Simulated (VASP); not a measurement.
A run of VASP 6.6.1:

Contents of INCAR:

```
ALGO = Normal ; EDIFF = 1E-6
ENCUT = 520 ; GGA = PS
ISIF = 2 ; ISMEAR = 1
KPAR = 4 ; LASPH = T
LCHARG = F ; LREAL = F
LWAVE = F ; NBANDS = 12
NELM = 80 ; PREC = Accurate
SIGMA = 0.1
```

Contents of KPOINTS:

```
k-points
0
Gamma
  8 8 8
```

Contents of POSCAR:

```
Cu
1.0
    0.0000000000      1.8075000000      1.8075000000
    1.8075000000      0.0000000000      1.8075000000
    1.8075000000      1.8075000000      0.0000000000
Cu
1
Direct
    0.0000000000      0.0000000000      0.0000000000
```

Potentials or basis: VASP PAW PBE potentials, release 64 (Cu).

Command:

```sh
$ cat potpaw_PBE.64/Cu/POTCAR > POTCAR
$ mpirun -np 4 vasp_std > vasp.out
```

Hardware: 4 MPI ranks on Intel(R) Xeon(R) Platinum 8375C CPU @ 2.90GHz (Ice Lake) (shared host).

**Question.** Estimate the wall time of this run.

**Answer.** Run time: 4.2 s on 4 MPI ranks on Intel(R) Xeon(R) Platinum 8375C CPU @ 2.90GHz (Ice Lake), with other jobs on the host, peak memory 0.11 GiB a rank. Counts: scf iterations 12, k points 29.
